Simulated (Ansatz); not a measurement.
## P under changes of volume

One of the cells (20.458 Å³/atom); the others are scaled copies at fixed shape and fractional positions:

```
P
1.0
     1.64774   -5.46504    0.00000
     1.64774    5.46504    0.00000
     0.00000    0.00000    4.54364
P
4
Cartesian
  1.6477 -4.4173 2.6754
  1.6477 4.4173 1.8683
  1.6477 -1.0477 0.4035
  1.6477 1.0477 4.1401
```

* Program: Ansatz 0.2.0
* Functional: PBEsol
* Dispersion: D3(BJ)
* Potentials or basis: Ansatz PAW
* Cutoff: 420 eV (not typed: the program's choice for these potentials)
* k mesh: 8 × 8 × 6
* Occupations: fermi-dirac, width 0.05 eV
* Spin: no spin polarisation

```csv
volume (Å³/atom),energy over the lowest point (meV/atom),pressure (GPa),gap on the mesh (eV),largest force (eV/Å)
19.230,3.09,2.1,0.05,0.869
19.639,0.00,0.3,0.04,0.660
20.049,1.34,-1.3,0.02,0.469
20.458,6.64,-2.8,0.01,0.296
20.867,15.49,-4.1,0.04,0.156
21.276,27.50,-5.3,0.07,0.130
21.685,?,?,?,?
```

Task: What does the run at 21.685 Å³/atom give?

Result: Energy over the lowest point 42.34 meV/atom; pressure -6.3 GPa; gap on the mesh 0.11 eV; largest force 0.234 eV/Å.

Worked out: A Birch-Murnaghan fit of order 3 (a polynomial in V^(-2/3)) to the other rows has its minimum at 19.71 Å³/atom with B0 = V·E''(V) = 82 GPa and B' = 4.4 at fixed shape and positions, which overstates the stiffness. It gives 42.35 meV/atom at 21.685 Å³/atom, against the run's 42.34, and -dE/dV = -6.3 GPa, against -6.3.

Energies are extrapolated to zero smearing.

Caveats: the PAW data sets come from PBE, with cores solved anew for the run's functional, which leaves a small shift of forces and pressure.

A mesh can miss the band edges.
